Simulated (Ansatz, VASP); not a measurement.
**V: VASP beside Ansatz**

```
V
1.0
     0.00000    2.50351    2.50351
     2.50351    0.00000    2.50351
     2.50351    2.50351    0.00000
V
2
Direct
  0.87500 0.87500 0.87500
  0.12500 0.12500 0.12500
```

Change from the starting cell: volume scaled by 0.84, PAW files.

Alike in both runs: task single point; functional PBE; k mesh 14 × 14 × 14; occupations fermi-dirac, width 0.08 eV; no spin polarisation.

|  | VASP | Ansatz |
| --- | --- | --- |
| version | VASP 6.6.1 | Ansatz 0.2.0 |
| potentials or method | VASP PAW PBE potentials, release 64 (V_sv) | PAW with Ansatz's default frozen-core files, scalar-relativistic |
| plane-wave cutoff (eV) | 520 | 420 |
| valence electrons in the cell | 26 | 26 |

|  | VASP | Ansatz | Ansatz less VASP |
| --- | --- | --- | --- |
| pressure (GPa) | 16.8 | 15.5 | -1.29 |

With one functional, cell and mesh, what is left measures potentials, basis and numerics.

Caveats: so large a pressure means that the cell lies far from this level's equilibrium, or that cutoff or potentials fall short (VASP).
